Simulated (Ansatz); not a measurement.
CdSe from a database of computed structures: a one-shot G0W0 calculation in Ansatz (G0W0@PBE with 427 empty bands, a screening cutoff of 220 eV and a 4×4×4 mesh). The cell was relaxed beforehand with r2SCAN.

```yaml
crystal:
  lattice:
    - [0.0, 3.0678017005, 3.0678017005]
    - [3.0678017005, 0.0, 3.0678017005]
    - [3.0678017005, 3.0678017005, 0.0]
  atoms:
    - { symbol: Cd, position: [0.0, 0.0, 0.0] }
    - { symbol: Se, position: [0.75, 0.75, 0.75] }
kpoints:
  mp_grid: { grid: [4, 4, 4] }
hamiltonian:
  xc: pbe
scf:
  occupations: { method: fixed }
gw:
  n_empty_bands: 427
  ecut_chi: 220
  qp_bands: [v2, c2]
  qp_kpoints: band_edges
  screening: { model: contour_deformation }
```

The output follows, shortened, with numbered blanks.
```
Functional definition: PBE
Crystal: 2 atoms, lattice volume = 57.745 Å³
Basis set: ecut = 420 eV, 1139 PW (Γ)
Bands: 22, of which v1, the nominal top of the filled ones, is band 18 counted from 1 (17 counted from 0)
[1]
preconditioner: auto → none  [insulator: Δε(μ)=0.541 eV  ℏωp=20.7 eV]
Free energy (F): -13724.741965 eV
Fermi energy:    7.132407 eV
--- G₀W₀: contour deformation, 8 samples at zero and on the imaginary axis and 3 off it, 64 q-points, 427 empty bands' worth ---
    ik  band        ε_KS         Σx   Σc(E_QP)       V_xc       Z   E_QP_lin       E_QP  E_QP is
     0    17      7.1324   -19.7748     1.9426   -17.1706  0.7100     6.4261     6.4708  root
     0    18      7.1324   -19.7748     1.9426   -17.1706  0.7100     6.4261     6.4708  root
     0    19      7.6728    -8.8722    -3.8508   -12.6263  0.7406     7.5766     7.5760  root
     0    20     13.0536  [2]
     1    17      6.7498   -19.1674     2.0314   -16.4541  0.7073     6.0189     6.0680  root
     1    18      6.7498   -19.1674     2.0314   -16.4541  0.7073     6.0189     6.0680  root
     1    19      9.3698    -8.9082    -4.0126   -12.8722  0.7329     9.3213     9.3211  root
     1    20     13.0385    -7.1403    -4.5494   -11.6335  0.7141    12.9825    12.9823  root
     2    17      6.4189   -18.6966     2.1305   -15.8655  0.7042     5.6651     5.7184  root
     2    18      6.4189   -18.6966     2.1305   -15.8655  0.7042     5.6651     5.7184  root
     2    19      9.4800    -8.1754    -4.1198   -12.2843  0.7371     9.4691     9.4691  root
     2    20     13.5603    -6.4851    -4.5127   -11.0145  0.7215    13.5770    13.5770  root
     3    17      6.1488   -18.2888     2.1824   -15.4012  0.7016     5.3886     5.4435  root
     3    18      6.1488  [3]
     3    19     10.3546    -9.4081    -4.1064   -13.4630  0.7253    10.3033    10.3031  root
     3    20     11.3524    -6.5079    -4.1949   -10.6661  0.7348    11.3159    11.3157  root
     6    17      5.3660  [4]
     6    18      5.3660  [5]
     6    19     10.3099  [6]
     6    20     10.8584  [7]
```

The points are ik 0 = (0, 0, 0) (Γ), ik 1 = (0, 0, 1/4), ik 2 = (0, 0, -1/2) (L), ik 3 = (0, 1/4, 1/4), ik 6 = (0, -1/2, -1/2) (X); band 18 is the last filled one.

Question: What stood in the gaps? They hold quasiparticle rows, the symmetry found.

Answer:
```
[1]
Symmetry: 24 space group operations
Space group: F-43m (ITA 216)
[2]
     0    20     13.0536    -6.4580    -4.5108   -11.0131  0.7228    13.0981    13.0979  root
[3]
     3    18      6.1488   -18.2888     2.1824   -15.4012  0.7016     5.3886     5.4435  root
[4]
     6    17      5.3660   -17.2388     2.4298   -14.0741  0.6910     4.5673     4.6312  root
[5]
     6    18      5.3660   -17.2388     2.4298   -14.0741  0.6910     4.5673     4.6312  root
[6]
     6    19     10.3099    -5.9769    -3.7740    -9.5665  0.7447    10.1274    10.1255  root
[7]
     6    20     10.8584    -8.5984    -4.2146   -12.8431  0.7299    10.8886    10.8886  root
```
The trailing digits, and the zero of the energies, depend on the potentials and thresholds.

The quasiparticle gap on this mesh is 1.11 eV (direct at Γ), against 0.54 eV from PBE: +0.57 eV. Renormalisation factors Z lie between 0.69 and 0.74. The G0W0 figures hold for the stated bands, cutoff and mesh and aren't extrapolated.

Wall time 11 s on 1 × NVIDIA H100 80GB HBM3 with 2 threads of AMD EPYC 7R13 Processor (Zen 3), with other jobs on the host, load about 2.2 per core; peak host memory 1.7 GiB.

(Simulation; spin polarisation is off.)

The runs are scalar-relativistic, without spin-orbit coupling.

For so narrow a gap this mesh doesn't settle the screening, and the bands and cutoff are finite.

With a shallow d shell on the cation, G0W0 converges slowly in bands and cutoff, so these values are in doubt.
